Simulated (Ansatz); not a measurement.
## Where Sb_Si puts its levels in the gap of SiC (F-43m)

Wanted: the transition levels of a substitutional impurity in SiC (F-43m), from a cell of 54 host atoms with 1 Si taken out and 1 Sb put in.

Calculated with Ansatz 0.2.0; place-levels on r2SCAN runs: charge-transition levels and formation energies with image-charge correction and potential alignment at the atomic sites; PAW set soft_1.

The experiments to compare with:

“Insight into the structural, elastic and electronic properties of a new orthorhombic 6O-SiC polytype” (2020, pmc:7200658) quotes from earlier work for SiC, cubic 3C zincblende (literature value): band gap (indirect gap) 2.4 eV [literature value; measurement temperature and method not stated].

## Step 1: The structure

The cell holds 54 atoms: 26 Si, 27 C and 1 Sb. Its edges and angles: a = 9.242 Å, b = 9.242 Å, c = 9.242 Å, α = 60.0°, β = 60.0°, γ = 60.0°. It derives from SiC (space group F-43m). Nearest the centre at fractional (0.333, 0.667, 0.667): Sb35 at 0.00 Å, C30 at 1.89 Å, C34 at 1.89 Å, C36 at 1.89 Å, C18 at 1.89 Å, Si25 at 3.08 Å, Si23 at 3.08 Å, Si13 at 3.08 Å.

Structure file:

```xyz
54
Lattice="0.0000 6.5349 6.5349 6.5349 0.0000 6.5349 6.5349 6.5349 0.0000" Properties=species:S:1:pos:R:3 pbc="T T T"
Si    0.0000    0.0000    0.0000
C     1.0891    1.0891    1.0891
Si    2.1783    2.1783    0.0000
C     3.2674    3.2674    1.0891
Si    4.3566    4.3566    0.0000
C     5.4457    5.4457    1.0891
Si    2.1783    0.0000    2.1783
C     3.2674    1.0891    3.2674
Si    4.3566    2.1783    2.1783
C     5.4457    3.2674    3.2674
Si    6.5349    4.3566    2.1783
C     7.6240    5.4457    3.2674
Si    4.3566    0.0000    4.3566
C     5.4457    1.0891    5.4457
Si    6.5349    2.1783    4.3566
C     7.6240    3.2674    5.4457
Si    8.7132    4.3566    4.3566
C     9.8023    5.4457    5.4457
Si    0.0000    2.1783    2.1783
C     1.0891    3.2674    3.2674
Si    2.1783    4.3566    2.1783
C     3.2674    5.4457    3.2674
Si    4.3566    6.5349    2.1783
C     5.4457    7.6240    3.2674
Si    2.1783    2.1783    4.3566
C     3.2674    3.2674    5.4457
Si    4.3566    4.3566    4.3566
C     5.4457    5.4457    5.4457
Si    6.5349    6.5349    4.3566
C     7.6240    7.6240    5.4457
Si    4.3566    2.1783    6.5349
C     5.4457    3.2674    7.6240
Si    6.5349    4.3566    6.5349
C     7.6240    5.4457    7.6240
Sb    8.7132    6.5349    6.5349
C     9.8023    7.6240    7.6240
Si    0.0000    4.3566    4.3566
C     1.0891    5.4457    5.4457
Si    2.1783    6.5349    4.3566
C     3.2674    7.6240    5.4457
Si    4.3566    8.7132    4.3566
C     5.4457    9.8023    5.4457
Si    2.1783    4.3566    6.5349
C     3.2674    5.4457    7.6240
Si    4.3566    6.5349    6.5349
C     5.4457    7.6240    7.6240
Si    6.5349    8.7132    6.5349
C     7.6240    9.8023    7.6240
Si    4.3566    4.3566    8.7132
C     5.4457    5.4457    9.8023
Si    6.5349    6.5349    8.7132
C     7.6240    7.6240    9.8023
Si    8.7132    8.7132    8.7132
C     9.8023    9.8023    9.8023
```

Known beforehand: the electronic dielectric constant, 7.06, and the static one, 10.43, computed on the host (DFPT, PBEsol, on the r2SCAN cell), and a cell off the functional's own equilibrium shifts the ionic part.

The cell's shortest repeat is 9.2 Å.

## Step 2: The runs of each charge state

A transition level is the Fermi level at which two charge states cost the same, so each charge needs its own total energy, at its own relaxed structure.

Random displacements of about 0.05 Å break the site symmetry at the start, so that the relaxation can reach a distorted minimum if there is one. Forces are taken on a 2×2×2 shifted mesh. The cell holds 1 electron more than the neutral one, with a uniform background that keeps it neutral on the whole.

The sampling was tested on the host first: at the k-points planned (1x1x1 shifted 0.25 0.25 0.25) its energy lies 0.119 eV an atom from the dense-mesh value, so the final energies take a denser sampling.

One of the inputs; charge, spin and start change from state to state.

qm1.relax/input.yaml reads:

```yaml
crystal:
  lattice:
    - [0.0, 2.17829624, 2.17829624]
    - [2.17829624, 0.0, 2.17829624]
    - [2.17829624, 2.17829624, 0.0]
  atoms:
    - { symbol: Si, position: [0.0, 0.0, 0.0] }
    - { symbol: C, position: [0.25, 0.25, 0.25] }
  supercell: [3, 3, 3]
  defects: [{ substitution: { at: 34, symbol: Sb } }]
total_charge: -1
basis:
  ecutwfc: 500
  xc_grid: 2
hamiltonian:
  xc: r2scan
  pseudopotentials: { kind: paw, azcp: { folder: soft_1 } }
kpoints:
  mp_grid: { grid: [2, 2, 2], shift: [0.5, 0.5, 0.5] }
scf:
  occupations: { method: fixed }
  max_iter: 60
output:
  forces: true
  charged_corrections: { epsilon: 7.06, static_epsilon: 10.43 }
relax:
  f_tol: 0.02
  max_steps: 80
  random_displacement: { amplitude: 0.05, seed: 6456 }
checkpoint:
  write: "../qm1.relax.run"
  compress: false
  write_wavefunctions: true
  write_every: 100000
```

Started as:

```bash
$ ansatz run input.yaml --threads 4 --pin off --max-ram 7536MiB --backend cpu --events-out ev --progress --plain --runs-dir out
```

The run of this state that the levels use, under r2SCAN:

qm1.point/input.yaml reads:

```yaml
crystal:
  checkpoint: "../qm1.relax.run"
  host: checkpoint
total_charge: -1
basis:
  ecutwfc: 500
  xc_grid: 2
hamiltonian:
  xc: r2scan
  pseudopotentials: { kind: paw, azcp: { folder: soft_1 } }
kpoints:
  mp_grid: { grid: [2, 2, 2], shift: [0.5, 0.5, 0.5] }
scf:
  occupations: { method: fixed }
  max_iter: 60
output:
  forces: true
  eigenvalues: true
  charged_corrections:
    epsilon: 7.06
    static_epsilon: 10.43
    defect_position: [0.333333, 0.666667, 0.666667]
  eigenstates: { localisation: true }
  populations: true
  band_densities: [{ bands: [v1, v1] }, { bands: [c1, c1] }]
  write_density: true
  write_potential: true
  volumetric_format: npy
  elf: true
checkpoint:
  read: "../qm1.relax.run"
  write: "../qm1.point.run"
  compress: false
  write_wavefunctions: false
  write_every: 100000
```

Relaxations under r2SCAN at a 2×2×2 shifted mesh; times on 4 threads of Intel Xeon Platinum 8259CL at 2.50GHz (Skylake/Cascade Lake), shared host:

```
charge  moment (μB)  occupations    outcome  steps  largest displacement against the far atoms (Å)     time
    −1            0        fixed  converged      5                                            0.17  2.3 min
     0            1        fixed  converged      5                                            0.16  5.3 min
    +1            0        fixed  converged      6                                            0.16  2.6 min
    −1            2        fixed  converged      9                                            0.17  9.6 min
```

Single points under r2SCAN at a 2×2×2 shifted mesh; times on 4 threads of Intel Xeon Platinum 8259CL at 2.50GHz (Skylake/Cascade Lake), shared host:

| charge | moment (μB) | occupations | outcome | time |
| --- | --- | --- | --- | --- |
| −1 | 0 | fixed | converged | 27 s |
| 0 | 1 | fixed | converged | 60 s |
| +1 | 0 | fixed | converged | 27 s |
| −1 | 2 | fixed | converged | 71 s |

Distances (Å) from Sb35 to the nearest atoms after relaxation with r2SCAN:

```
charge  moment (μB)      1.      2.      3.      4.       5.       6.
    −1            0  C 2.05  C 2.05  C 2.05  C 2.06  Si 3.10  Si 3.10
    −1            2  C 2.05  C 2.05  C 2.05  C 2.06  Si 3.11  Si 3.11
     0            1  C 2.05  C 2.05  C 2.05  C 2.05  Si 3.12  Si 3.12
    +1            0  C 2.05  C 2.05  C 2.05  C 2.05  Si 3.12  Si 3.12
```

## Step 3: place-levels, r2SCAN

A charged cell interacts with its images and the background, and its potential has another zero than the host's. place-levels removes the first by a point-charge model, screened by the static dielectric constant since the ions have relaxed around the charge, and the second by comparing potentials at atoms far from the defect.

The host is a run of the defect-free crystal in the same cutoffs, grids and k-points, so that basis and sampling errors cancel in part in the differences. The host is run in a cell of 2 atoms on a matching mesh. Its band edges are searched through the zone by a band path, so the gap is smaller than, or equal to, that on the mesh. Chemical potentials are energies per atom of Si (diamond) and Sb (A7 rhombohedral), run with the same functional and cutoff.

levels.point.yaml reads:

```yaml
host:
  run: host.point.run
states: [qm1.point.run, q0_M1.point.run, qp1.point.run, qm1_M2.point.run]
geometry_from:
  qm1.point.run: qm1.relax.run
  q0_M1.point.run: q0_M1.relax.run
  qp1.point.run: qp1.relax.run
  qm1_M2.point.run: qm1_M2.relax.run
  host.point.run: host.relax.run
chemical_potentials:
  Si:
    energy: -639.06578
    dataset: <sha256 of the dataset>
  Sb:
    energy: -6499.197686
    dataset: <sha256 of the dataset>
epsilon: 7.06
static_epsilon: 10.43
vertical:
  - { from: qm1.point.run, to: qm1.point_neutral.run }
  - { from: qp1.point.run, to: qp1.point_neutral.run }
  - { from: qm1_M2.point.run, to: qm1_M2.point_neutral.run }
```

Started as:

```bash
$ ansatz place-levels levels.point.yaml -- --threads 4 --pin off --max-ram 7536MiB
```

Numbers of over 12 decimals in the logs are rounded to 6 here.

Output:

```text
[... repeated set-up lines and file paths are left out, and long positions are rounded to six places ...]
(+1/0) 1.764 eV above the valence edge (+2.019 eV without the band-filling correction), in the conduction band; not on the lower envelope
(0/-1) 1.746 eV above the valence edge (+2.391 eV without the band-filling correction), in the conduction band; not on the lower envelope
(+1/-1) 1.755 eV above the valence edge (+2.205 eV without the band-filling correction), in the conduction band: charges between them are lowest nowhere
formation energy of charge +1: +2.640 eV with the Fermi level at the valence edge
formation energy of charge 0: +4.403 eV with the Fermi level at the valence edge
formation energy of charge -1: +6.150 eV with the Fermi level at the valence edge
vertical -1 to 0: no energy, since no alignment is typed
  the change from vertical[0].from (qm1.point.run) to vertical[0].to (qm1.point_neutral.run): by its potential at epsilon 7.06 it stands at 0.300 0.634 0.635, with an rms radius of about 5.4 Å (3.1 3.1 3.1 Å across the planes of the cell's vectors); [...]
vertical +1 to 0: no energy, since no alignment is typed
  the change from vertical[1].from (qp1.point.run) to vertical[1].to (qp1.point_neutral.run): by its potential at epsilon 7.06 it stands at 0.304 0.637 0.637, with an rms radius of about 5.3 Å (3.1 3.1 3.1 Å across the planes of the cell's vectors); [...]
vertical -1 to 0: no energy, since no alignment is typed
  the change from vertical[2].from (qm1_M2.point.run) to vertical[2].to (qm1_M2.point_neutral.run): by its potential at epsilon 7.06 it stands at 0.307 0.636 0.641, with an rms radius of about 4.6 Å (2.7 2.7 2.7 Å across the planes of the cell's vectors); [...]
  edges by r2scan, gap 1.710 eV; the host is sampled to repeats of 18.48 Å
  the defect's cells are sampled to repeats of 18.48 Å, like sampling
  charge +1: -29932.7871 eV with its correction of +0.620 eV, at epsilon 10.43, aligned at sites: +0.3777 eV, mean over 19 atomic sites at or beyond 4.62 Å from the defect at [0.3333, 0.6667, 0.6667], with +0.000000 for the charge's moments and without [...]
  charge 0: +0.000 eV for its dipole among its images, +0.000 omitted
  charge -1: -29909.6221 eV with its correction of -0.264 eV, at epsilon 10.43, aligned at sites: +0.5065 eV, mean over 19 atomic sites at or beyond 4.62 Å from the defect at [0.3333, 0.6667, 0.6667], with +0.000000 for the charge's moments and without [...]
  charge -1: states[3] (qm1_M2.point.run) stands 0.823 eV higher, with a moment of 2.00 μB against 0.00
  of states[2] (qp1.point.run): it parts from the run at its places by a charge that spreads by about 3.1 Å along one vector (1.3 Å or more is wide), by its potential at epsilon 7.06, taken for that of held ions (one typed too small widens it), where the cell [...]
  of states[1] (q0_M1.point.run): a band-filling correction moves a carrier to the host's band edge, which changes its energy by -0.255 eV; stability_check_not_made
  of states[0] (qm1.point.run): it parts from the run at its places by a charge that spreads by about 3.1 Å along one vector (1.3 Å or more is wide), by its potential at epsilon 7.06, taken for that of held ions (one typed too small widens it), where the cell [...]
  of states[3] (qm1_M2.point.run): it parts from the run at its places by a charge that spreads by about 2.7 Å along one vector (1.3 Å or more is wide), by its potential at epsilon 7.06, taken for that of held ions (one typed too small widens it), where the [...]
  of vertical[0].from (qm1.point.run): it parts from the run at its places by a charge that spreads by about 3.1 Å along one vector (1.3 Å or more is wide), by its potential at epsilon 7.06, taken for that of held ions (one typed too small widens it), where [...]
  of vertical[0].to (qm1.point_neutral.run): stability_check_not_made
  of vertical[1].from (qp1.point.run): it parts from the run at its places by a charge that spreads by about 3.1 Å along one vector (1.3 Å or more is wide), by its potential at epsilon 7.06, taken for that of held ions (one typed too small widens it), where [...]
  of vertical[1].to (qp1.point_neutral.run): stability_check_not_made
  of vertical[2].from (qm1_M2.point.run): its moments are held at its close (magnetization.spin_locking), by a field of 0.498 eV a Bohr magneton, and its energy and levels are of the state that this holds: a run that lets them go can end lower; [...]
  of vertical[2].to (qm1_M2.point_neutral.run): stability_check_not_made
```

Wall time 0.75 s (4 threads of Intel Xeon Platinum 8259CL at 2.50GHz (Skylake/Cascade Lake), shared host).

Levels between the charges placed, in eV above the valence top:

|  | gap (eV) | (+1/0) | (0/−1) |
| --- | --- | --- | --- |
| r2SCAN | 1.71 | 1.76 | 1.75 |

Corrections by state:

```
charge  moment (μB)  image terms and alignment (eV)  band filling (eV)  ε used  over the lowest of its charge, as the program ranks them, band filling apart (eV)
    +1          0.0                           0.620                  -   10.43                                                                              0.000
     0          1.0                           0.000             -0.255       -                                                                              0.000
    −1          0.0                          -0.264             -0.900   10.43                                                                              0.000
    −1          2.0                          -0.269                  -   10.43                                                                              0.823
```

The charged structures listed were also run neutral, and place-levels reads from each pair, by the potential or the spins, how wide the charge is by which they differ; that can be the carrier of either run.

```csv
charge,rms radius (Å),spread where it is widest against the cell (Å),wide from (Å),reading
+1,5.3,3.05,1.31,wide
−1,5.4,3.09,1.31,wide
```

The neutral runs of these pairs need not share the spin of the lowest neutral state, and very wide values only mean spread over the cell.

From the program's caveats on the states, each cut to its opening words:

- charge +1, −1: it parts from the run at its places by a charge that spreads by about 3.1 Å along one vector (1.3 Å or more is wide), by its potential at epsilon 7.06, taken [...]
- charge +1: its alignment with the host at atomic sites is doubtful: the mean over the far sites moves by +0.0534 eV from their farther parts to their nearer, more than [...]
- charge 0 (1 μB): a band-filling correction moves a carrier to the host's band edge, which changes its energy by -0.255 eV
- charge 0 (1 μB), −1 (2 μB): flagged: stability check not made
- charge −1: a band-filling correction moves a carrier to the host's band edge, which changes its energy by -0.900 eV
- charge −1 (2 μB): it parts from the run at its places by a charge that spreads by about 2.7 Å along one vector (1.3 Å or more is wide), by its potential at epsilon 7.06, taken [...]
- charge −1 (2 μB): its moments are held at its close (magnetization.spin_locking), by a field of 0.498 eV a Bohr magneton, and its energy and levels are of the state that this [...]
- charge −1 (2 μB): filled levels lie above empty ones at the fixed electron count

Formation energies (eV), elemental references (Δμ(Si) = 0.00 eV, Δμ(Sb) = 0.00 eV):

| charge | Fermi level at the valence top | at the conduction bottom |
| --- | --- | --- |
| +1 | 2.64 | 4.35 |
| 0 | 4.40 | 4.40 |
| −1 | 6.15 | 4.44 |

## Step 4: Results

| Quantity | Value |
| --- | --- |
| gap of the host | 1.71 eV (r2SCAN) |
| level (plus 1/0) | 1.76 eV above the valence top, past the conduction bottom, not a change between lowest states (2.02 eV above the valence top without the band-filling term) |
| level (0/minus 1) | 1.75 eV above the valence top, past the conduction bottom, not a change between lowest states (2.39 eV above the valence top without the band-filling term) |
| lowest of the charges placed, just above the valence top (0.02 eV) | +1 |
| lowest of the charges placed, just below the conduction bottom (0.02 eV) | +1 |
| lowest formation energy at mid-gap of the charges run, elemental references | 3.49 eV |

What this shows: Of the charges placed (−1, 0 and +1), +1 is the lowest from 0.02 eV above the valence top to 0.02 eV below the conduction bottom, a gap of 1.71 eV. Charges above +1 were not placed, so these runs say nothing of levels that involve them. States placed: +1 at 0 μB; 0 at 1 μB; −1 at 0 μB and 2 μB. Other spin states or structures, where not listed, weren't placed. The program finds carriers beyond a band edge of the host and adds a band-filling term at charge −1 (-0.90 eV) and 0 (-0.26 eV); steps to such a charge show no bound level, and a defect level inside a band would be read the same way. Sb is taken at its element; compounds, which aren't counted here, bound the chemical potentials and would shift these formation energies. The program doubts the alignment of potentials for at least one state, a sign that the cell is small. Keep in mind: r2SCAN makes the gap too small and tends to spread out bound carriers; spin–orbit coupling, which can matter with heavy atoms, is left out.

Computed beside measured:

| quantity | measured | r2SCAN |
| --- | --- | --- |
| band gap (least gap of the host) (eV) | 2.4 | 1.71 (-0.69 eV) |

Measured values from pmc:7200658 (2020).

Verdict: The band gap is off by -0.69 eV: a clear miss. Local and semilocal functionals usually give gaps below the measured ones. Zero-point and thermal motion shift the measured gap.

[Logs are printed without paths, hosts, clocks, repeated set-up lines and the standing remarks that a program may print on its own settings, such as how far it seeks lower states.]

[Hosts, paths, dates, database ids (printed as entryN), source tags and the programs' standing remarks are cut or masked in the printed files.]

[Where a table of states has a column of steps, it counts the stored structures, which are thinned; the runs took as many ionic steps or more.]

[A defect's name tells the site on which it was built; relaxed atoms can leave that site.]

[For some hosts the program warned that the k-mesh of the response run may be too coarse for force constants and the static dielectric constant; such warnings are not shown here.]
